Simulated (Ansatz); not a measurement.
# LaP (model cell, started as CsCl type): relaxing the cell for a phonon run

Task: relax LaP (model cell, started as CsCl type) tightly.

Method: DFT PBE, scalar-relativistic, plane waves, PAW, in Ansatz 0.2.0.

This is a report of a sequence of runs, with most program output left out.

The structure was built from a prototype and need not be the compound's stable phase.

## (1) The structure

Symmetry: Pm-3m, No. 221, cubic system. The conventional cell has a = 3.579 Å, b = 3.579 Å, c = 3.579 Å, α = 90.00°, β = 90.00°, γ = 90.00°. Nearest to La lie 8 P at 3.10 Å. Nearest to P lie 8 La at 3.10 Å. Farther neighbours are not listed.

## (2) A coarse first look

A quick single point on a coarse mesh tells whether the cell has a gap and how far it is from rest, which sets the k mesh and smearing that follow.

Contents of input.yaml:

```yaml
crystal:
  lattice:
    - [3.57865, 0.0, 0.0]
    - [0.0, 3.57865, 0.0]
    - [0.0, 0.0, 3.57865]
  atoms:
    - { symbol: La, position: [0.0, 0.0, 0.0] }
    - { symbol: P, position: [0.5, 0.5, 0.5] }
kpoints:
  mp_grid: { grid: [6, 6, 6] }
hamiltonian:
  xc: pbe
scf:
  occupations: { method: gaussian, width: 0.1 }
output:
  forces: true
  stress: true
  eigenvalues: true
```

On the command line:

```bash
> ansatz run input.yaml --threads 4 --pin off --max-ram 7168MiB --backend cpu --events-out ev --progress --plain --runs-dir out
```

The job ended after 0.32 s (4 threads of Arm Neoverse V2, shared host; peak memory 0.3 GiB).

This step gave:

| Quantity | Value |
| --- | --- |
| pressure | 4.197 GPa |
| volume per atom | 22.92 Å³ |
| gap on the k-mesh | 0 eV |

The coarse mesh shows no gap and a pressure of 4.2 GPa.

## (3) Relaxation

The cell and atoms are relaxed, since residual forces and stress would shift the frequencies.

input.yaml, the sections that differ from step 2:

```yaml
kpoints:
  mp_grid: { grid: [10, 10, 10] }
output:
  forces: true
  stress: true
  eigenvalues: true
  write_density: true
  write_potential: true
  elf: true
  volumetric_format: npy
relax:
  adjacent_minimum: "off"
  f_tol: 0.005
  max_steps: 80
  cell: { stress_tol: 0.05 }
# crystal, hamiltonian, scf: as in step 2
```

It took 3.2 s on 4 threads; peak memory 0.37 GiB.

The steps of the relaxation:

| step | energy less that of the first step (eV) | largest force component (eV/Å) | pressure (GPa) | volume (Å³) |
| --- | --- | --- | --- | --- |
| 1 | 0.0000 | 0.0000 | 4.25 | 45.83 |
| 2 | -0.0116 | 0.0000 | -2.87 | 50.34 |
| 3 | -0.0308 | 0.0000 | -0.23 | 48.42 |
| 4 | -0.0309 | 0.0000 | -0.01 | 48.27 |
| 5* | -0.0311 | 0.0000 | 0.00 | 48.27 |

Relaxation steps marked * repeat the geometry before them on a plane-wave basis chosen anew for their cell, so energy and pressure can jump there.

The run keeps the 48 symmetry operations that it works with, so distortions that break them were not tested.

| conventional cell, symmetrised | before | after | change |
| --- | --- | --- | --- |
| a (Å) | 3.579 | 3.641 | +1.7 % |
| b (Å) | 3.579 | 3.641 | +1.7 % |
| c (Å) | 3.579 | 3.641 | +1.7 % |
| volume (Å³/atom) | 22.92 | 24.14 | +5.3 % |

Final coordinates:

```xyz
2
Lattice="3.6412 0.0000 0.0000 0.0000 3.6412 0.0000 0.0000 0.0000 3.6412" Properties=species:S:1:pos:R:3 pbc="T T T"
La    0.0000    0.0000    0.0000
P     1.8206    1.8206    1.8206
```

Numbers from this step:

- pressure: 0.002282 GPa
- volume per atom: 24.14 Å³

ELF in the ac plane at fractional y = 0.500, with atoms of P within 0.2 Å of it. It is the smooth field of the valence electrons, not physical close to the nuclei.

Ten even steps from '0' (0.01) to '9' (0.83), each cell a mean:
```
00012333332100
00135677664210
11368999987521
12589999999742
23799976799863
24799610279963
24799400069973
24799500179973
24799854699963
13689999999852
12478999998631
00246777775310
00023444432100
00011222221100
```
Columns run along a (3.6 Å), rows up along c (3.6 Å). Atoms in or near the plane, at fractional coordinates: P at (0.50, 0.50).

Electrostatic potential energy in the ac plane at fractional y = 0.500, with atoms of P within 0.2 Å of it. With pseudopotentials it is smooth inside the atoms' cores, unlike the true potential.

Values in eV, 14 rows by 14 columns, each cell a mean:
```
 10  10  11  13  14  14  15  15  15  14  13  12  11  10
 11  11  12  13  13  14  13  13  13  14  13  13  12  11
 12  12  13  13  12  11  10   9  10  11  13  13  13  12
 13  13  13  12   9   3  -4  -7  -2   5  10  13  13  13
 14  14  13  10   3 -13 -30 -34 -26  -8   5  11  14  14
 15  15  13   7  -7 -33 -52 -55 -48 -26  -2  10  13  15
 15  15  13   6 -12 -42 -57 -57 -55 -34  -7   9  13  15
 15  15  13   7  -9 -37 -55 -57 -52 -30  -4  10  13  15
 14  14  13   9   0 -19 -37 -42 -33 -13   3  11  14  14
 14  14  13  12   8   0  -9 -12  -7   3   9  12  13  14
 12  13  13  13  12   9   7   6   7  10  12  13  13  13
 11  11  12  13  13  13  13  13  13  13  13  13  12  11
 10  11  11  13  14  14  15  15  15  14  13  12  11  10
 10  10  11  12  14  14  15  15  15  14  13  12  11  10
```
Columns run along a (3.6 Å; values clipped at the 3rd and 97th percentile), rows up along c (3.6 Å). Atoms in or near the plane, at fractional coordinates: P at (0.50, 0.50).

Valence density in the ac plane at fractional y = 0.500, with atoms of P within 0.2 Å of it. It is the smooth field of the valence electrons, not physical close to the nuclei.

Ten even steps from '0' (0.07 e/Å³) to '9' (0.67 e/Å³), each cell a mean:
```
00000011100000
00001122211000
00012345432100
00135789864210
00247999996310
01259953698421
01269820399521
01269842598421
01248988997310
00135899975210
00123466543100
00011222221000
00000111100000
00000000000000
```
Columns run along a (3.6 Å), rows up along c (3.6 Å). Atoms in or near the plane, at fractional coordinates: P at (0.50, 0.50).

In this step the volume went from 22.92 to 24.14 Å³/atom.

## (4) Relaxing to small forces for the phonons

Phonons need a cell at rest on their own settings, so the relaxation is repeated with tight tolerances on forces and stress on the k mesh and occupations of the first response run.

Contents of input.yaml:

```yaml
crystal:
  lattice:
    - [3.6411681458, 0.0, 0.0]
    - [0.0, 3.6411681458, 0.0]
    - [0.0, 0.0, 3.6411681458]
  atoms:
    - { symbol: La, position: [0.0, 0.0, 0.0] }
    - { symbol: P, position: [0.5, 0.5, 0.5] }
kpoints:
  mp_grid: { grid: [12, 12, 12] }
hamiltonian:
  xc: pbe
scf:
  occupations: { method: methfessel_paxton, width: 0.15 }
output:
  forces: true
  stress: true
  eigenvalues: true
relax:
  adjacent_minimum: "off"
  f_tol: 0.001
  max_steps: 60
  cell: { stress_tol: 0.01 }
```

Wall time 3.7 s (4 threads); peak memory 0.39 GiB; 14 s of CPU time.

Little changed from the start: no atom moved by 0.005 Å and no cell edge by 0.1 %.

Numbers from this step:

```yaml
pressure: 4.65e-5 GPa
```

The forces vanish by symmetry and the pressure is 0.000 GPa, within the tolerances set. The cell now holds 24.14 Å³/atom.

## (5) Outcome

| Item | Value |
| --- | --- |
| space group after relaxation (within 0.01 Å) | Pm-3m |
| lattice constant a | 3.641 Å |
| lattice constant b | 3.641 Å |
| lattice constant c | 3.641 Å |
| volume per atom | 24.1 Å³ |

In words: The forces vanish by symmetry and the pressure is 0.000 GPa, within the tolerances set. The cell now holds 24.14 Å³/atom. The relaxation keeps the symmetry of its start, so it says nothing on stability against lower symmetry. Spin-orbit coupling is left out, which can matter for the heavy elements here. The starting cell was built on a prototype and not taken from a measurement, so the phase need not exist.

[Logs are printed without paths, hosts, clocks, repeated set-up lines and the standing remarks that a program may print on its own settings, such as how far it seeks lower states.]

[Hosts, paths, dates, database ids (printed as entryN), source tags and the programs' standing remarks are cut or masked in the printed files.]
